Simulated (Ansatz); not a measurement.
Crystal: Al.

```xyz
1
Lattice="-1.5912 1.5912 1.5912 1.5912 -1.5912 1.5912 1.5912 1.5912 -1.5912" Properties=species:S:1:pos:R:3 pbc="T T T"
Al    0.0000    0.0000    0.0000
```

This isn't the form of Al at room conditions, which is fcc.

Program: Ansatz 0.2.0. Alike in all runs: potentials or basis Ansatz PAW; no spin polarisation; cell as given; k mesh 12 × 12 × 12; cutoff (eV) 420.

Question: Order these runs on this cell by their pressure, lowest first.
A. level LDA; smearing fermi-dirac 0.05 eV; points for each segment of the path 14
B. level PBEsol; smearing fermi-dirac 0.05 eV; points for each segment of the path 14
C. level PBE; smearing gaussian 0.011 eV

Answer: A (0.5 GPa), B (2.2 GPa), C (3.9 GPa).

Caveats: the PAW data sets come from PBE, with cores solved anew for the run's functional, which leaves a small shift of forces and pressure (some runs).
